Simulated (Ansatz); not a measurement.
RbBr: what symmetry allows forces and stress to be

```yaml
crystal:
  lattice:
    - [-0.01152, 3.58050, 3.47768]
    - [3.58050, -0.01152, 3.47768]
    - [3.56899, 3.56899, 0.00000]
  atoms:
    - { symbol: Rb, position: [0.03647, 0.03647, 0.96353] }
    - { symbol: Br, position: [0.46353, 0.46353, 0.53647] }
```

Method: DFT PBEsol, scalar-relativistic, plane waves, PAW (Ansatz).

Settings: cutoff 420 eV, Γ-centred mesh 6×6×6 on the computed 2-atom cell, Gaussian smearing of 0.02 eV; no spin polarisation.

This distorted cell has space group Imm2, with 4 operations.

Question: Without a calculation: in which directions can each atom feel a force?

Answer: A force must be left unchanged by every operation that keeps its atom in place, so it lies in the space that those operations leave fixed. Atoms that the group maps onto each other feel forces of one size.
```csv
atom,site symmetry,operations at the site,equivalent to atom,allowed force (Cartesian)
Rb1,mm2,4,1,"along (0.00, 0.00, 1.00)"
Br2,mm2,4,2,"along (0.00, 0.00, 1.00)"
```

That leaves 2 independent force components of 6, tied by 1 condition that the forces sum to zero, so 1 remains. A relaxation in this cell that keeps the symmetry moves the atoms in these directions alone.

Question: And the stress tensor?

Answer: It must be invariant under the point group, which leaves 3 independent components: yz, xz vanish; xx = yy.

Question: Do the computed values obey this?

Answer: Yes. Forces (eV/Å):
```
Rb1  0.000  0.000 -0.868
Br2  0.000  0.000  0.868
```

Stress (GPa, compression positive, xx yy zz yz xz xy): -1.30 -1.30 3.10 0.00 0.00 0.03. The program imposes the same operations on density, forces and stress, so this confirms the analysis and is no independent test of the calculation.